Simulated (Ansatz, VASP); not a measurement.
# InAs in two plane-wave programs

Aim: how closely do two programs agree when they are given the same cell, functional and k mesh? The cell is taken from a series of runs on this material, whose earlier steps may have relaxed, scaled, displaced or heated it; both programs get it as it stands.

Main program and level: Ansatz 0.2.0; plane waves, with VASP 6.6.1 beside it; zone-centre phonons at PBEsol.

## 1. The structure

The structure is orthorhombic, space group Imm2 (No. 44). Conventional cell: a = 4.304 Å, b = 4.390 Å, c = 6.019 Å, α = 90.00°, β = 90.00°, γ = 90.00°. As has 4 In at 2.64 to 2.65 Å nearest. Nearest to In lie 4 As at 2.64 to 2.65 Å. Farther neighbours are not listed.

## 2. Ansatz: zone-centre phonons, PBEsol

Ansatz runs on its PAW soft_1 files.

Second derivatives magnify differences that forces hide, and they need a tight electronic threshold.

Contents of input.yaml:

```yaml
crystal:
  lattice:
    - [0.0306375932, 3.0739014602, 3.0094004399]
    - [3.0739014602, 0.0306375932, 3.0094004399]
    - [3.1045390534, 3.1045390534, 0.0]
  atoms:
    - { symbol: As, position: [0.7516613622, 0.7516613622, 0.7483064996] }
    - { symbol: In, position: [-0.0016613622, -0.0016613622, 0.0016935004] }
kpoints:
  mp_grid: { grid: [12, 12, 12], shift: [0.5, 0.5, 0.5] }
hamiltonian:
  xc: pbesol
  pseudopotentials: { kind: paw, azcp: { folder: soft_1 }, xc_functional: pbe }
scf:
  occupations: { method: gaussian, width: 0.015 }
output:
  eigenvalues: true
phonons:
  method: dfpt
```

On the command line:

```sh
ansatz run input.yaml --threads 4 --pin off --max-ram 10240MiB --backend cpu --events-out ev --progress --plain --runs-dir out
```

Numbers of over 12 decimals in the logs are rounded to 6 here.

The log of the run:

```text
Engine: ansatz 0.2.0, aarch64-unknown-linux-gnu
Pseudopotentials: kind: paw
Pseudopotential: As, paw, valence charge 15, recommended cutoff 420 eV (normal), soft_1/As.paw.azcp
Pseudopotential: In, paw, valence charge 13, recommended cutoff 420 eV (normal), soft_1/In.paw.azcp
Functional definition: PBEsol
  exchange = pbesol_x
  correlation = pbesol_c
Crystal: 2 atoms, lattice volume = 56.865 Å³
Basis set: ecut = 420 eV, 1111 PW (Γ), exchange–correlation on 60×60×60 points (8 copies of the dense FFT grid, shifted against one another)
Bands: 18, of which v1, the nominal top of the filled ones, is band 14 counted from 1 (13 counted from 0)
Symmetry: 2 space group operations
k-points: 864 of 1728 (irreducible under 1 space group operation, time reversal used)
Non-local potential: As, projectors of the file, l = 0: 2, l = 1: 2, l = 2: 3, l = 3: 1
Non-local potential: In, projectors of the file, l = 0: 2, l = 1: 2, l = 2: 2, l = 3: 1
PAW form: soft (Blöchl's): semilocal exchange-correlation on the pseudo side does not see the compensation charge
PAW frozen core: As, regenerated for the run's functional, and the local potential with it (the file was generated under x = pbe(κ = 0.804, μ = 0.219515), c = pbe(β = 0.066725))
PAW frozen core: In, regenerated for the run's functional, and the local potential with it (the file was generated under x = pbe(κ = 0.804, μ = 0.219515), c = pbe(β = 0.066725))
PAW one-centre angular grid: As, 590 points (default); XC on 64 Gauss nodes
PAW one-centre angular grid: In, 590 points (default); XC on 64 Gauss nodes
Initial density: superposition of atomic densities (chi_scale 0.1, normalization cell, long waves kept (reshape's long-wave potential 0.00 eV rms))
Initial wavefunctions: pseudopotential atomic-orbital guess
Functional: x = pbesol(κ = 0.804, μ = 0.123457), c = pbesol(β = 0.046)
SCF iter   1: F=—  HF=-10338.980048 eV  |F-HF|=—  |Δ(HF+E_count)|=         —  Δρ=2.78e-2  dr2=3.53e-1  ethr=3.10e-3  ⟨swp⟩=6.0  Hψ=77933  notcnv=0
preconditioner: auto → none  [insulator: Δε(μ)=0.345 eV  Ē_g=14.558 eV  σ=0.015 eV  W_gap=1.00  n_scr=14 (ndim 8)  ℏωp=20.9 eV  f_vac=0.013  D(μ)=0.00/eV (n_scr^D=0)  ε∞_Penn≈3.1]
SCF iter   2: F=—  HF=-10338.905108 eV  |F-HF|=—  |Δ(HF+E_count)|=   7.49e-2  Δρ=1.27e-2  dr2=6.59e-2  ethr=1.26e-3  ⟨swp⟩=2.0  Hψ=25920  notcnv=0
SCF iter   3: F=—  HF=-10338.893697 eV  |F-HF|=—  |Δ(HF+E_count)|=   1.14e-2  Δρ=1.88e-3  dr2=4.68e-3  ethr=2.35e-4  ⟨swp⟩=2.0  Hψ=22499  notcnv=0
SCF iter   4: F=—  HF=-10338.891969 eV  |F-HF|=—  |Δ(HF+E_count)|=   1.73e-3  Δρ=5.96e-4  dr2=1.15e-4  ethr=1.67e-5  ⟨swp⟩=3.0  Hψ=32731  notcnv=0
SCF iter   5: F=—  HF=-10338.891975 eV  |F-HF|=—  |Δ(HF+E_count)|=   6.71e-6  Δρ=2.01e-4  dr2=8.53e-6  ethr=4.12e-7  ⟨swp⟩=2.0  Hψ=30861  notcnv=0
SCF iter   6: F=—  HF=-10338.891985 eV  |F-HF|=—  |Δ(HF+E_count)|=   9.66e-6  Δρ=1.96e-5  dr2=1.45e-7  ethr=3.05e-8  ⟨swp⟩=2.0  Hψ=18716  notcnv=0
SCF iter   7: F=—  HF=-10338.891984 eV  |F-HF|=—  |Δ(HF+E_count)|=   7.82e-7  Δρ=5.37e-6  dr2=1.87e-8  ethr=5.18e-10  ⟨swp⟩=2.0  Hψ=23453  notcnv=0
SCF iter   8: F=—  HF=-10338.891984 eV  |F-HF|=—  |Δ(HF+E_count)|=   5.96e-9  Δρ=9.08e-7  dr2=2.66e-10  ethr=6.68e-11  ⟨swp⟩=2.0  Hψ=27576  notcnv=0
SCF iter   9: F=—  HF=-10338.891984 eV  |F-HF|=—  |Δ(HF+E_count)|=  2.67e-10  Δρ=2.19e-7  dr2=2.33e-11  ethr=1.00e-12  ⟨swp⟩=2.0  Hψ=23433  notcnv=0
SCF iter  10: F=-10338.891984 eV  HF=-10338.891984 eV  |F-HF|=3.64e-12  |Δ(HF+E_count)|=  2.18e-11  Δρ=6.40e-8  dr2=2.28e-12  ethr=1.00e-12  ⟨swp⟩=5.8  Hψ=63912  notcnv=0
SCF 1 converged in 10 iterations: F = -10338.891984 eV  dr2 = 2.28e-12
  greatest PAW one-centre occupation: 0.999 electrons in one spin orbital (limit 2), on the As atom at site 0 (counted from 0), in its partial waves of l = 2
DFPT response loops at Γ: preconditioner auto → none (the input reference at scf.mixing.eps_inf says where Resta's filter doesn't serve); β = 0.50; Broyden in place of MSR1
SCF converged after 10 iterations
Free energy (F): -10338.891984 eV
Harris-Foulkes:  -10338.891984 eV  (|F-HF|=3.64e-12)
Internal energy: -10338.891984 eV  (E = F + TS)
E sigma→0 (E₀):  -10338.891984 eV
Fermi energy:    7.321883 eV
--- Per-component energies (eV) ---
  E_band       = -329.398658
  E_kinetic    = 316.329165
  E_local      = -3516.567936  (includes V_loc(G=0)·N_el)
  E_nonlocal   = -63.457533
  E_hartree    = 1744.142536
  E_xc         = -211.261917
  E_vxc        = -162.854249  (∫ρ·V_xc dr)
  E_paw        = -6109.513246  (= ΣΔE_a)
  E_vpaw       = -391.133247  (= ΣTr[D̂ρ^β])
  E_aug_tail   = 0.000149  (compensation charges beyond the density's cutoff)
  E_ewald      = -2499.765535
  E_core_change = 1.202334  (= ΣΔE_core)
  E_smearing   = -0.000000  (= −TS)
  E_closure    = 0.000000  (closes the sum)
  Σ components = -10338.891984   (vs F -10338.891984, Δ=0.00e0)
--- Band table (eV; the first three rows and the last of 864) ---
  k-point 0: bands = [... 10 lower, -4.5255, 6.3382, 7.1513, 7.1742, 7.4696, 10.9551, 11.0312, 11.1676]
  k-point 1: bands = [... 10 lower, -4.4371, 5.4803, 6.9329, 7.1227, 8.0883, 10.9636, 11.2463, 11.3330]
  k-point 2: bands = [... 10 lower, -4.2230, 4.3595, 6.6361, 6.9239, 8.4740, 11.3423, 11.4940, 11.7080]
  k-point 863: bands = [... 10 lower, -3.1128, 1.5426, 5.9547, 6.2196, 8.0639, 11.6168, 11.8699, 13.8974]
--- Phonons (Γ-DFPT): 4 representative perturbations + reference, on 864 of 1728 k-points (Σ response iterations 12) ---
  k mesh reduced under 1 symmetry operation, with k and −k counted as one. Each operation leaves every solved perturbation unchanged. A smaller set is not used because it would not reduce the number of displacements times k-points to solve
  ASR residual: 4.621e-5 → 0.000e0 eV/Å²; symmetrization residual: 1.715e-5 eV/Å²
  ASR residual per site (eV/Å²): 1.25e-5 4.62e-5
  Γ frequencies (cm⁻¹): 0.00 0.00 0.00 205.64 206.00 209.11
  non-analytic LO–TO correction: not included (Born effective charges unavailable; polar crystals: no LO–TO splitting at Γ)
```

Reading the cycles: dr2 is the Hartree energy of the density residual (eV), the measure of convergence; HF is the Harris–Foulkes estimate of the energy, which meets the free energy F at convergence.

[end of part 1 of 3]

[Lines on the potential files, build, host, timing and source positions are cut from VASP's logs without a mark.]

[Logs are printed without paths, hosts, clocks, repeated set-up lines and the standing remarks that a program may print on its own settings, such as how far it seeks lower states.]

[Hosts, paths, dates, database ids (printed as entryN), source tags and the programs' standing remarks are cut or masked in the printed files.]
